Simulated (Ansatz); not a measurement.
# HfN (Fm-3m) in Ansatz: further runs

Aim: see how the results for HfN move with the level of theory and the settings. Levels: RPBE, PBE, PBEsol. Tasks: single point, relaxation of cell and atoms.

Everything below comes from runs of Ansatz 0.2.0. Logs are shortened: lines on timing, memory, paths and dates and some standing lists are left out, and cuts for length are marked.

### 1 Starting point

Symmetry: Fm-3m, No. 225, cubic system. The conventional cell has a = 4.512 Å, b = 4.512 Å, c = 4.512 Å, α = 90.00°, β = 90.00°, γ = 90.00°. Hf (site symmetry m-3m) is surrounded by 6 N at 2.26 Å. N (site symmetry m-3m) is surrounded by 6 Hf at 2.26 Å.

### 2 Single point, RPBE

input.yaml reads:

```yaml
crystal:
  lattice:
    - [0.0, 2.256, 2.256]
    - [2.256, 0.0, 2.256]
    - [2.256, 2.256, 0.0]
  atoms:
    - { symbol: Hf, position: [0.0, 0.0, 0.0] }
    - { symbol: "N", position: [0.5, 0.5, 0.5] }
kpoints:
  mp_grid: { grid: [10, 10, 10] }
scf:
  occupations: { method: gaussian, width: 0.05 }
hamiltonian:
  xc: rpbe
  pseudopotentials: { kind: all_electron, lapw: { basis_error: 0.001 } }
output:
  forces: true
  stress: true
  eigenvalues: true
```

Potentials or basis: all-electron LAPW, scalar-relativistic.

Launch:

```console
> ansatz run input.yaml --threads 1 --pin off --max-ram 3072MiB --backend cpu --events-out ev --progress --plain --runs-dir out
```

Output:

```text
Warning: RAYON_NUM_THREADS=1 ignored (pool sized by the plan → 1); use --threads N
LAPW: plane waves up to 9.494 Å⁻¹, error target 1.0e-3 eV per atom; small_component_spin mean_spin; N in spheres of 0.953 Å, 7 of its electrons in bands, Dirac shells []; Hf in spheres of 1.303 Å, 42 of its electrons in bands, Dirac shells [] (how accurate: hamiltonian.pseudopotentials.lapw.basis_error, Limitations)
Engine: ansatz 0.2.0, x86_64-unknown-linux-gnu
Pseudopotentials: kind: all_electron
Pseudopotential: Hf, LAPW, valence charge 42, lapw/all_electron/scalar/gaussian/Hf, Koelling and Harmon's equation, gaussian nucleus
Pseudopotential: N, LAPW, valence charge 7, lapw/all_electron/scalar/gaussian/N, Koelling and Harmon's equation, gaussian nucleus
Functional definition: RPBE
  parameter kappa = 0.804
  parameter beta = 0.06672455060314922
  exchange = rpbe_x(kappa = kappa, mu = beta*pi^2/3)
  correlation = pbe_c(beta = beta)
Crystal: 2 atoms, lattice volume = 22.964 Å³
Basis set: ecut = 343.38052224101017 eV, 331 PW (Γ), exchange–correlation at level 2
Bands: 30, of which v1, the nominal top of the filled ones, is band 25 counted from 1 (24 counted from 0)
Symmetry: 48 space group operations
Space group: Fm-3m (ITA 225), of the structure as read, at distance tolerance 2.8e-5 Å
k-points: 47 of 1000
Non-local potential: Hf, projectors of the file, none
Non-local potential: N, projectors of the file, none
Initial density: superposition of atomic densities (chi_scale 0.1, normalization cell, long waves kept (reshape's long-wave potential 0.00 eV rms))
Initial wavefunctions: plane waves of lowest kinetic energy (no species holds an atomic orbital)
Functional: x = rpbe, c = pbe(β = 0.06672455060314922)
iter 1 solved again at ethr=9.48e-3 eV; its pass at ethr=1.00e-1 eV (dr2=4.64e0 eV) is discarded
SCF iter   1: F=—  HF=-411759.400430 eV  |F-HF|=—  |Δ(HF+E_count)|=         —  Δρ=1.25e-1  dr2=4.64e0  ethr=9.48e-3  ⟨swp⟩=2.0  Hψ=8750  notcnv=0
preconditioner: auto → none  [insulator: Δε(μ)=0.183 eV  Ē_g=19.260 eV  σ=0.050 eV  W_gap=0.61  n_scr=14 (ndim 8)  ℏωp=41.7 eV  f_vac=0.000  D(μ)=0.31/eV (n_scr^D=0)  ε∞_Penn≈5.7]
SCF iter   2: F=—  HF=-411758.435006 eV  |F-HF|=—  |Δ(HF+E_count)|=   9.65e-1  Δρ=7.43e-2  dr2=1.40e0  ethr=9.48e-3  ⟨swp⟩=3.0  Hψ=4230  notcnv=0
iter 3 solved again at ethr=1.26e-4 eV; its pass at ethr=2.87e-3 eV (dr2=6.17e-2 eV) is discarded
SCF iter   3: F=—  HF=-411757.459859 eV  |F-HF|=—  |Δ(HF+E_count)|=   9.75e-1  Δρ=1.49e-2  dr2=6.17e-2  ethr=1.26e-4  ⟨swp⟩=2.0  Hψ=7173  notcnv=0
SCF iter   4: F=—  HF=-411757.460980 eV  |F-HF|=—  |Δ(HF+E_count)|=         —  Δρ=1.53e-3  dr2=3.58e-4  ethr=1.26e-4  ⟨swp⟩=2.0  Hψ=4342  notcnv=0
the basis was enlarged: its passes take 456.8 KiB over the memory plan, 1 of 1 planned eigensolver slots
SCF iter   5: F=—  HF=-411757.452652 eV  |F-HF|=—  |Δ(HF+E_count)|=   8.33e-3  Δρ=3.11e-3  dr2=2.97e-3  ethr=7.30e-7  ⟨swp⟩=3.0  Hψ=4658  notcnv=0
SCF iter   6: F=—  HF=-411757.451381 eV  |F-HF|=—  |Δ(HF+E_count)|=   1.27e-3  Δρ=3.07e-4  dr2=2.54e-5  ethr=7.30e-7  ⟨swp⟩=3.0  Hψ=4370  notcnv=0
SCF iter   7: F=—  HF=-411757.451384 eV  |F-HF|=—  |Δ(HF+E_count)|=   3.11e-6  Δρ=3.11e-5  dr2=6.21e-8  ethr=5.19e-8  ⟨swp⟩=2.0  Hψ=4209  notcnv=0
SCF iter   8: F=-411757.451384 eV  HF=-411757.451384 eV  |F-HF|=3.90e-9  |Δ(HF+E_count)|=   4.29e-7  Δρ=3.25e-6  dr2=8.47e-10  ethr=1.27e-10  ⟨swp⟩=3.0  Hψ=4428  notcnv=0
SCF 1 converged in 8 iterations: F = -411757.451384 eV  dr2 = 8.47e-10
SCF converged after 8 iterations
Free energy (F): -411757.451384 eV
Harris-Foulkes:  -411757.451384 eV  (|F-HF|=3.90e-9)
Internal energy: -411757.450326 eV  (E = F + TS)
E sigma→0 (E₀):  -411757.450855 eV
Entropy (-TS):   -0.001058 eV (-0.529 meV/atom)
Fermi energy:    24.521690 eV
--- Per-component energies (eV) ---
  E_band       = -4384.024948
  E_kinetic    = 457994.218287
  E_xc         = -8619.672827
  E_electrostatic = -861131.995786  (all electrons and nuclei)
  E_smearing   = -0.001058  (= −TS)
  E_closure    = 0.000000  (closes the sum)
  E_atoms      = -411739.420992  (free atoms, spherical and without spin; not in F)
  Σ components = -411757.451384   (vs F -411757.451384, Δ=0.00e0)
  Basis errors (estimates in eV, not in F): energy 3.4e-4 per atom: plane waves 2.9e-4 (1.6e-4 summed), levels above the bands 0.0e0, relativity 7.7e-8, radial functions 4.4e-5, core shells 4.8e-7; eigenvalues (radial functions only) 5.7e-6; not estimated: angular momenta, meshes, grids; target (lapw.basis_error) 1.0e-3; muffin-tin radii N 0.953 Å, Hf 1.303 Å
--- Forces (eV/Å), atoms counted from 1 ---
  atom   1  Hf    -0.00000000    -0.00000000    -0.00000000
  atom   2  N      0.00000000    -0.00000000     0.00000000
  max |Σ_I F_I| component: 1.74e-30 eV/Å
--- Stress (GPa, compression-positive) ---
       11.301327       0.000000       0.000000
        0.000000      11.301327      -0.000000
        0.000000      -0.000000      11.301327
  P = ⅓ Tr σ = 11.3013 GPa (113.013 kbar)
--- Band table (eV; the first three rows and the last of 47) ---
  k-point 0: bands = ["-353.7997", "-349.8253", "-349.8253", "-349.8253", "-177.6623", "-177.6623", "-177.6594", "-177.6594", "-177.6594", "-38.3079", "-6.6997", "-6.6997", "-6.6997", "6.8342", "11.7627", "11.7627", "11.7627", "11.7951", "11.8960", "11.8960", "11.8960", "21.5011", "21.5011", "21.5011", "24.1195", "24.1195", "24.1195", "26.2410", "26.4455", "26.4455"]
  k-point 1: bands = ["-353.7997", "-349.8253", "-349.8253", "-349.8253", "-177.6623", "-177.6623", "-177.6594", "-177.6594", "-177.6594", "-38.3021", "-6.8013", "-6.7081", "-6.7081", "7.0568", "11.7654", "11.7712", "11.7712", "11.8001", "11.8889", "11.8889", "11.8963", "20.5701", "20.9419", "20.9419", "24.3585", "24.4513", "24.4513", "26.9459", "27.1874", "27.1874"]
  k-point 2: bands = ["-353.7997", "-349.8253", "-349.8253", "-349.8253", "-177.6623", "-177.6623", "-177.6594", "-177.6594", "-177.6594", "-38.2866", "-7.0571", "-6.7299", "-6.7299", "7.6494", "11.7804", "11.7941", "11.7941", "11.8148", "11.8715", "11.8715", "11.8970", "18.8883", "19.9186", "19.9186", "24.7553", "25.2750", "25.2750", "28.3993", "28.8568", "28.8568"]
  k-point 46: bands = ["-353.7997", "-349.8253", "-349.8253", "-349.8253", "-177.6623", "-177.6623", "-177.6594", "-177.6594", "-177.6594", "-38.2255", "-7.3353", "-7.1842", "-7.0462", "8.4134", "11.8141", "11.8230", "11.8274", "11.8493", "11.8511", "11.8732", "11.9067", "18.5049", "18.8997", "19.0638", "24.4474", "26.8014", "29.8809", "30.0433", "30.7977", "34.5094"]
```

Wall time 8 s (1 thread of Intel Xeon 6975P-C (Granite Rapids), shared host); peak memory 0.36 GiB.

What came out:

```yaml
Free_energy: -411757.4514 eV
Pressure: 11.3 GPa
Band_gap_on_the_k_mesh: none (metal or under the smearing width)
```

### 3 Single point, PBE

input.yaml, as its differences from that of step 2:

```diff
@@ -11,5 +11,5 @@
 scf:
-  occupations: { method: gaussian, width: 0.05 }
+  occupations: { method: gaussian, width: 0.022 }
 hamiltonian:
-  xc: rpbe
+  xc: pbe
   pseudopotentials: { kind: all_electron, lapw: { basis_error: 0.001 } }
```

Potentials or basis: all-electron LAPW, scalar-relativistic.

Launch:

```console
> ansatz run input.yaml --threads 1 --pin off --max-ram 3072MiB --backend cpu --events-out ev --progress --plain --runs-dir out
```

Run time: 8.7 s. Hardware: 1 thread of Intel Xeon 6975P-C (Granite Rapids), shared host; peak memory 0.36 GiB.

The run converged. Its results:

```yaml
Free_energy: -411743.6820 eV
Pressure: 6.7 GPa
Band_gap_on_the_k_mesh: none (metal or under the smearing width)
```

Levels at points of the mesh, in eV from the Fermi level:
| k point | band 21 | band 22 | band 23 | band 24 | band 25 | band 26 | band 27 | band 28 | band 29 | band 30 |
| --- | --- | --- | --- | --- | --- | --- | --- | --- | --- | --- |
| (0.00, 0.00, 0.00) | -12.58 | -3.00 | -3.00 | -3.00 | -0.42 | -0.42 | -0.42 | 1.75 | 1.91 | 1.91 |
| (0.00, 0.00, -0.50) | -12.43 | -8.98 | -6.29 | -6.29 | 3.21 | 3.66 | 3.66 | 4.42 | 8.81 | 8.81 |
| (0.00, -0.50, -0.50) | -12.60 | -5.49 | -3.89 | -3.70 | -3.70 | 4.06 | 5.50 | 5.50 | 5.57 | 8.00 |

### 4 Relaxation of cell and atoms, PBEsol

input.yaml, as its differences from that of step 3:

```diff
@@ -11,5 +11,5 @@
 scf:
-  occupations: { method: gaussian, width: 0.022 }
+  occupations: { method: fermi_dirac, width: 0.05 }
 hamiltonian:
-  xc: pbe
+  xc: pbesol
   pseudopotentials: { kind: all_electron, lapw: { basis_error: 0.001 } }
@@ -18,2 +18,5 @@
   stress: true
-  eigenvalues: true
+relax:
+  f_tol: 0.005
+  max_steps: 60
+  cell: {}
```

Launch:

```console
> ansatz run input.yaml --threads 1 --pin off --max-ram 3072MiB --backend cpu --events-out ev --progress --plain --runs-dir out
```

Run time: 21 s. Hardware: 1 thread of Intel Xeon 6975P-C (Granite Rapids), shared host; peak memory 0.37 GiB.

The run converged. Its results:

```
Free energy                            : -411615.2869 eV
Relaxed volume                         : 11.41 Å³/atom
Relaxed cell                           : a = 3.183 Å, b = 3.183 Å, c = 3.183 Å, α = 60.00°, β = 60.00°, γ = 60.00°
Space group after relaxing (to 0.05 Å) : Fm-3m (No. 225)
Energy gained by relaxing              : 0.4 meV/atom
Ionic steps                            : 4
Pressure after relaxing                : 0.0 GPa
```

The path:
```tsv
step	energy change (eV)	largest force (eV/Å)	volume (Å³)
1	0.0000	0.0000	22.96
2	-0.0007	0.0000	22.73
3	-0.0009	0.0000	22.81
4	-0.0009	0.0000	22.81
```

Final structure:
```
Hf N
1.0
     0.00000    2.25101    2.25101
     2.25101    0.00000    2.25101
     2.25101    2.25101    0.00000
Hf N
1 1
Direct
  0.00000 0.00000 0.00000
  0.50000 0.50000 0.50000
```

### 5 Overview

| task | level | cell | cutoff (eV) | smearing | gap on the mesh (eV) | pressure (GPa) |
| --- | --- | --- | --- | --- | --- | --- |
| single point | RPBE | as given | 343 | gaussian 0.05 eV | none | 11.3 |
| single point | PBE | as given | 344 | gaussian 0.022 eV | none | 6.7 |
| relaxation of cell and atoms | PBEsol | relaxed | - | fermi-dirac 0.05 eV | - | 0.0 |

Alike in all rows: potentials or basis all-electron LAPW, scalar-relativistic; no spin polarisation; k mesh 10 × 10 × 10; basis error allowed 0.001 eV/atom.

Compare energies only between runs with the same functional and basis.
